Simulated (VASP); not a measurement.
Ni:

```
Ni
1.0
     0.00000    1.73757    1.73757
     1.73757    0.00000    1.73757
     1.73757    1.73757    0.00000
Ni
1
Direct
  0.00000 0.00000 0.00000
```

Base run:

- Program: VASP 6.6.1
- Functional: PBE
- Potentials or basis: VASP PAW PBE potentials, release 64 (Ni)
- Cutoff: 520 eV
- k mesh: 13 × 13 × 13
- Occupations: gaussian, width 0.012 eV
- Spin: collinear spin, ferromagnetic start
- Starting moments: [1.0] μB

Its results: pressure 7.8 GPa; net moment 0.62 μB per cell; site moments Ni +0.63 μB.

Task: The run is repeated on the same cell with these changes: functional from PBE to MS2; occupations from gaussian, width 0.012 eV to fermi-dirac, width 0.05 eV. What comes out?

Result: Pressure -3.1 GPa; net moment 0.72 μB per cell; site moments Ni +0.75 μB.

Caveats: the PAW data sets were made with another functional, which shifts forces and pressure a little (some runs).
